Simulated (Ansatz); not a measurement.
# HfS2 (1T): the cost of one run

Program: Ansatz 0.2.0. Level of theory: DFT PBE+D3(BJ), scalar-relativistic, plane waves, PAW. These are calculated values, not measurements.

### Step 1. The starting structure

It takes space group P-3m1 (No. 164, trigonal). Conventional cell: a = 3.606 Å, b = 3.606 Å, c = 5.768 Å, α = 90.00°, β = 90.00°, γ = 120.00°. Hf (site symmetry -3m) has 6 S at 2.54 Å as nearest neighbours. S (site symmetry 3m) has 3 Hf at 2.54 Å as nearest neighbours.

As a file:

```cif
data_structure
_symmetry_space_group_name_H-M 'P 1'
_symmetry_Int_Tables_number 1
_cell_length_a 3.6056
_cell_length_b 3.6056
_cell_length_c 5.7679
_cell_angle_alpha 90.000
_cell_angle_beta 90.000
_cell_angle_gamma 120.000
_cell_volume 64.94
loop_
_atom_site_label
_atom_site_type_symbol
_atom_site_fract_x
_atom_site_fract_y
_atom_site_fract_z
_atom_site_occupancy
Hf1 Hf 0.00000 0.00000 0.00000 1
S1 S 0.33333 0.66667 0.25251 1
S2 S 0.66667 0.33333 0.74749 1
```

### Step 2. Zone-centre phonons at 0 GPa

It takes the final geometry of an earlier run.

File input.yaml:

```yaml
crystal:
  lattice:
    - [3.6056138422, 0.0, 0.0]
    - [-1.8028069211, 3.1225531836, 0.0]
    - [0.0, 0.0, 5.7679038196]
  atoms:
    - { symbol: Hf, position: [0.0, 0.0, 0.0] }
    - { symbol: S, position: [0.3333333333, 0.6666666667, 0.252507239] }
    - { symbol: S, position: [0.6666666667, 0.3333333333, 0.747492761] }
scf:
  occupations: { method: fixed }
output: {}
hamiltonian:
  xc: pbe
  dispersion: d3bj
basis:
  ecutwfc: 500
kpoints:
  mp_grid: { grid: [12, 12, 8] }
phonons:
  method: dfpt
  dielectric: true
  eigenvectors: false
  rigid_motions: translations
```

Started as:

```
$ ansatz run input.yaml --threads 3 --pin off --max-ram 8192MiB --backend cpu --events-out ev --progress --plain --runs-dir out
```

What time and memory should one allow on 3 threads of Arm Neoverse N1, shared host?

About 7.7 min, with a peak of 2.6 GiB.
